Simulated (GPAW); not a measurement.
GaN (monolayer), Ga K edge of atom 1, with 3 N at 1.85 Å (trigonal planar). Method: GPAW, PBE, excited-electron core hole (neutral cell), 14-atom cell with 8.5 Å between holes, 2×2×1 k points, dipole transitions, Gaussian full width 1.82 eV up to 4 eV, rising linearly to 3.5 eV at 25 eV.

```xyz
14
Lattice="-8.0250 2.7799 0.0000 1.6050 -8.3398 0.0000 0.0000 0.0000 10.4000" Properties=species:S:1:pos:R:3
Ga    0.0000    0.0000    5.2000
Ga   -3.2100    0.0000    5.2000
Ga   -6.4200    0.0000    5.2000
Ga   -1.6050   -2.7799    5.2000
Ga   -4.8150   -2.7799    5.2000
Ga    0.0000   -5.5599    5.2000
Ga   -3.2100   -5.5599    5.2000
N    -4.8150   -4.6332    5.2000
N     0.0000   -7.4132    5.2000
N    -4.8150    0.9266    5.2000
N     0.0000   -1.8533    5.2000
N    -3.2100   -1.8533    5.2000
N    -6.4200   -1.8533    5.2000
N    -1.6050   -4.6332    5.2000
```

Energy from the bottom of the conduction band, which holds the excited electron; a common scale on which the isotropic spectrum has a mean of 1 over the first 20 eV.

```csv
E (eV),curve 1,curve 2
-2.00,0.00,0.00
-1.25,0.00,0.00
-0.50,0.03,0.00
0.25,0.41,0.01
1.00,2.14,0.06
1.75,4.55,0.18
2.50,3.87,0.37
3.25,1.37,0.52
4.00,0.24,0.53
4.75,0.20,0.56
5.50,0.67,0.82
6.25,1.22,1.26
7.00,1.11,1.48
7.75,0.58,1.42
8.50,0.38,1.49
9.25,0.54,1.61
10.00,0.75,1.60
10.75,0.93,1.52
11.50,1.01,1.42
12.25,0.91,1.20
13.00,0.75,0.93
13.75,0.65,0.75
14.50,0.63,0.68
15.25,0.63,0.68
16.00,0.62,0.75
16.75,0.61,0.87
17.50,0.65,1.05
18.25,0.71,1.30
19.00,0.75,1.60
19.75,0.77,1.80
20.50,0.83,1.74
21.25,0.95,1.46
```

The curves are for the electric vector along different Cartesian axes of the cell as given, for this one atom. Which is which?

Curve 1: along z, main maxima 2.0 eV (4.80), 6.6 eV (1.27) and 11.4 eV (1.01). Curve 2: along x (the other in-plane axis gives the same curve within 3 %), main maxima 7.0 eV (1.48), 9.6 eV (1.62) and 20.0 eV (1.81). A K edge sees empty p states; at this planar three-fold site the curve for the electric vector normal to the plane peaks at 2.0 eV, where it is mainly π* that absorbs: that direction carries over 70 % of the weight there. Each direction probes the empty orbitals that point along it. The script folds with a Gaussian, whereas the core hole's own line is a Lorentzian, so the onset is too steep and the first peak too high. Some eV above the zero the states pass the vacuum level, and features normal to the sheet may then be states of the box.

[Banner, clock and machine lines of the logs are left out without a mark of their own.]

[Logs are printed without paths, hosts, clocks, repeated set-up lines and the standing remarks that a program may print on its own settings, such as how far it seeks lower states.]

[Hosts, paths, dates, database ids (printed as entryN), source tags and the programs' standing remarks are cut or masked in the printed files.]

[Lists of maxima count a maximum above −3 eV only where it reaches 4 % of the highest in the window and stands out from its surroundings by 2 % of it (1.5 % where it reaches 55 %); shoulders and weaker maxima are passed over, and of the rest the first, up to two pre-edge ones and the few strongest are named.]
